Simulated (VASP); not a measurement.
# MnS (Fm-3m) in VASP: notebook, part 3 of 3

VASP 6.6.1. Earlier steps stand in the parts before.

**4. Band structure, PBE, collinear spin, ferromagnetic start**

This run uses another cell than the first one, of 16.84 Å³/atom, 1.117 times its volume.

Contents of INCAR:

```
PREC = Accurate
ENCUT = 520
EDIFF = 1E-6
ISMEAR = 0
SIGMA = 0.03
LREAL = False
LASPH = True
NELM = 150
ALGO = Normal
ISIF = 2
LWAVE = False
LCHARG = False
ISPIN = 2
MAGMOM = 4 0
LORBIT = 11
LMAXMIX = 4
GGA = PE
NBANDS = 20
AMIX = 0.2
BMIX = 1E-4
AMIX_MAG = 0.8
BMIX_MAG = 1E-4
ICORELEVEL = 1
```

Contents of KPOINTS:

```
Automatic mesh
0
Gamma
  10 10 10
```

Contents of POSCAR:

```
MnS                                     
1.0
    0.0000000000      2.5632224919      2.5632224919
    2.5632224919      0.0000000000      2.5632224919
    2.5632224919      2.5632224919      0.0000000000
  Mn              S             
     1     1
Direct
     0.0000000000000000    0.0000000000000000    1.0000000000000000
     0.5000000000000000    0.5000000000000000    0.5000000000000000
```

KPOINTS_OPT is that of step 3.

Potentials or basis: VASP PAW PBE potentials, release 64 (Mn_pv, S).

The run is started by

```sh
> cat potpaw_PBE.64/Mn_pv/POTCAR potpaw_PBE.64/S/POTCAR > POTCAR
> mpirun -np 1 vasp_std > vasp.out
```

OUTCAR:

```text
PREC = Accurate
   ENCUT = 520
   EDIFF = 1E-6
   ISMEAR = 0
   LREAL = False
   LASPH = True
   NELM = 150
   ISIF = 2
   ISPIN = 2
   LORBIT = 11
   GGA = PE
   AMIX = 0.2
   AMIX_MAG = 0.8

 ion  position               nearest neighbor table
   1  0.000  0.000  0.000-   2 2.56   2 2.56   2 2.56   2 2.56   2 2.56   2 2.56
   2  0.500  0.500  0.500-   1 2.56   1 2.56   1 2.56   1 2.56   1 2.56   1 2.56

  LATTYP: Found a face centered cubic cell.
 ALAT       =     5.1264449838

  Lattice vectors:

 A1 = (   0.0000000000,   2.5632224919,   2.5632224919)
[... 1059 lines left out ...]
  external PRESSURE =      -0.3802604 kB  Pullay stress =       0.0000000 kB

 VOLUME and BASIS-vectors are now :
 -----------------------------------------------------------------------------
  energy-cutoff  :      520.00
  volume of cell :       33.68
      direct lattice vectors                 reciprocal lattice vectors
     0.000000000  2.563222492  2.563222492    -0.195066952  0.195066952  0.195066952
     2.563222492  0.000000000  2.563222492     0.195066952 -0.195066952  0.195066952
     2.563222492  2.563222492  0.000000000     0.195066952  0.195066952 -0.195066952

 POSITION                                       TOTAL-FORCE (eV/Angst)
 -----------------------------------------------------------------------------------
      0.00000      0.00000      0.00000        -0.000000      0.000000      0.000000
      2.56322      2.56322      2.56322         0.000000      0.000000     -0.000000
 -----------------------------------------------------------------------------------
    total drift:                               -0.000000      0.000000      0.000000

  FREE ENERGIE OF THE ION-ELECTRON SYSTEM (eV)
  ---------------------------------------------------
  free  energy   TOTEN  =       -14.0793178300 eV

  energy  without entropy=      -14.0787180233  energy(sigma->0) =      -14.07901793

 total charge

# of ion       s       p       d       tot
------------------------------------------
    1        0.223   6.178   4.949  11.350
    2        1.327   2.413   0.000   3.740
--------------------------------------------------
tot          1.550   8.591   4.949  15.090

 magnetization (x)

# of ion       s       p       d       tot
------------------------------------------
    1        0.052   0.041   4.090   4.184
    2        0.027   0.078   0.000   0.105
--------------------------------------------------
tot          0.080   0.119   4.090   4.289
```

stdout:

```text
POSCAR found type information on POSCAR MnS
 POSCAR found :  2 types and       2 ions
 scaLAPACK will be used
 LDA part: xc-table for (Slater+PW92), standard interpolation
 POSCAR, INCAR and KPOINTS ok, starting setup
 FFT: planning ... GRIDC
 FFT: planning ... GRID_SOFT
 FFT: planning ... GRID
 WAVECAR not read
 entering main loop
 Start KPOINTS_OPT (optional k-point list driver)
k-point batch [1-47\109]
k-point batch [48-94\109]
k-point batch [95-109\109]
```

Wall time 80 s (1 thread of Intel Xeon Platinum 8488C (Sapphire Rapids), shared host); peak memory 0.23 GiB.

Results:

| Item | Value |
| --- | --- |
| Free energy | -14.0793 eV |
| Pressure | 0.0 GPa |
| Band gap along the path | none (metal or under the smearing width) |
| Net moment | 4.62 μB per cell |
| Site moments | Mn +4.18; S +0.10 μB |
| Valence electrons inside the program's atomic spheres | Mn 11.35; S 3.74 |

Levels at the corners of the path, in eV from the Fermi level:
Spin up:
| point | band 9 | band 10 | band 11 | band 12 | band 13 | band 14 | band 15 | band 16 |
| --- | --- | --- | --- | --- | --- | --- | --- | --- |
| Γ | -3.30 | -1.93 | -1.93 | -1.93 | 2.08 | 8.70 | 8.70 | 8.70 |
| X | -3.02 | -2.67 | -2.67 | -2.14 | 0.96 | 5.53 | 10.57 | 12.43 |
| X | -3.02 | -2.67 | -2.67 | -2.14 | 0.96 | 5.53 | 10.57 | 12.43 |
| W | -2.64 | -2.64 | -2.34 | -2.01 | 4.39 | 6.88 | 7.27 | 7.27 |
| W | -2.64 | -2.64 | -2.34 | -2.01 | 4.39 | 6.88 | 7.27 | 7.27 |
| K | -2.76 | -2.49 | -2.14 | -1.36 | 2.66 | 6.33 | 8.67 | 9.20 |
| K | -2.76 | -2.49 | -2.14 | -1.36 | 2.66 | 6.33 | 8.67 | 9.20 |
| Γ | -3.30 | -1.93 | -1.93 | -1.93 | 2.08 | 8.70 | 8.70 | 8.70 |
| Γ | -3.30 | -1.93 | -1.93 | -1.93 | 2.08 | 8.70 | 8.70 | 8.70 |
| L | -2.82 | -2.42 | 0.57 | 0.57 | 2.86 | 5.43 | 5.43 | 9.07 |
| L | -2.82 | -2.42 | 0.57 | 0.57 | 2.86 | 5.43 | 5.43 | 9.07 |
| U | -2.76 | -2.49 | -2.14 | -1.36 | 2.66 | 6.33 | 8.67 | 9.20 |
| U | -2.76 | -2.49 | -2.14 | -1.36 | 2.66 | 6.33 | 8.67 | 9.20 |
| W | -2.64 | -2.64 | -2.34 | -2.01 | 4.39 | 6.88 | 7.27 | 7.27 |
| W | -2.64 | -2.64 | -2.34 | -2.01 | 4.39 | 6.88 | 7.27 | 7.27 |
| L | -2.82 | -2.42 | 0.57 | 0.57 | 2.86 | 5.43 | 5.43 | 9.07 |
| L | -2.82 | -2.42 | 0.57 | 0.57 | 2.86 | 5.43 | 5.43 | 9.07 |
| K | -2.76 | -2.49 | -2.14 | -1.36 | 2.66 | 6.33 | 8.67 | 9.20 |
| U | -2.76 | -2.49 | -2.14 | -1.36 | 2.66 | 6.33 | 8.67 | 9.20 |
| X | -3.02 | -2.67 | -2.67 | -2.14 | 0.96 | 5.53 | 10.57 | 12.43 |
Spin down:
| point | band 5 | band 6 | band 7 | band 8 | band 9 | band 10 |
| --- | --- | --- | --- | --- | --- | --- |
| Γ | -1.71 | -1.71 | -1.71 | 0.18 | 0.18 | 0.18 |
| X | -5.84 | -3.32 | -3.32 | -1.02 | 0.71 | 1.50 |
| X | -5.84 | -3.32 | -3.32 | -1.02 | 0.71 | 1.50 |
| W | -4.99 | -4.99 | -4.35 | 0.94 | 0.94 | 1.18 |
| W | -4.99 | -4.99 | -4.35 | 0.94 | 0.94 | 1.18 |
| K | -5.41 | -5.01 | -3.52 | 0.16 | 1.36 | 1.50 |
| K | -5.41 | -5.01 | -3.52 | 0.16 | 1.36 | 1.50 |
| Γ | -1.71 | -1.71 | -1.71 | 0.18 | 0.18 | 0.18 |
| Γ | -1.71 | -1.71 | -1.71 | 0.18 | 0.18 | 0.18 |
| L | -6.68 | -3.55 | -3.55 | 1.24 | 1.24 | 1.45 |
| L | -6.68 | -3.55 | -3.55 | 1.24 | 1.24 | 1.45 |
| U | -5.41 | -5.01 | -3.52 | 0.16 | 1.36 | 1.50 |
| U | -5.41 | -5.01 | -3.52 | 0.16 | 1.36 | 1.50 |
| W | -4.99 | -4.99 | -4.35 | 0.94 | 0.94 | 1.18 |
| W | -4.99 | -4.99 | -4.35 | 0.94 | 0.94 | 1.18 |
| L | -6.68 | -3.55 | -3.55 | 1.24 | 1.24 | 1.45 |
| L | -6.68 | -3.55 | -3.55 | 1.24 | 1.24 | 1.45 |
| K | -5.41 | -5.01 | -3.52 | 0.16 | 1.36 | 1.50 |
| U | -5.41 | -5.01 | -3.52 | 0.16 | 1.36 | 1.50 |
| X | -5.84 | -3.32 | -3.32 | -1.02 | 0.71 | 1.50 |

Core levels (eV, on the scale of the bands):
```
atom                                      levels
1 Mn  1s -6415.8, 2s -730.4, 2p -616.6, 3s -72.5
 2 S            1s -2392.8, 2s -198.9, 2p -143.7
```

Caveat: a cell with one magnetic atom can't hold antiferromagnetic order, which such compounds often take; semilocal functionals often make such compounds metallic where correlation or magnetic order opens a gap, which also shifts bond lengths.

**5. The runs side by side**

```csv
level,potentials or basis,cell,pressure (GPa),moment (μB)
PBEsol,"VASP PAW PBE potentials, release 64 (Mn_pv, S)","Fm-3m, 15.08 Å³/atom",0.0,4.11
LDA,"VASP PAW LDA potentials, release 64 (Mn_pv, S)","Fm-3m, 13.68 Å³/atom",0.2,3.48
PBE,"VASP PAW PBE potentials, release 64 (Mn_pv, S)","Fm-3m, 16.84 Å³/atom",0.0,4.62
```

Alike in all rows: task band structure; spin collinear, ferromagnetic start; k mesh 10 × 10 × 10; cutoff (eV) 520; smearing gaussian 0.03 eV.

Caveats: a cell with one magnetic atom can't hold antiferromagnetic order, which such compounds often take; semilocal functionals often make such compounds metallic where correlation or magnetic order opens a gap, which also shifts bond lengths; the PAW data sets were made with another functional, which shifts forces and pressure a little (some runs).

Absolute energies hang on the potentials; compare differences alone.
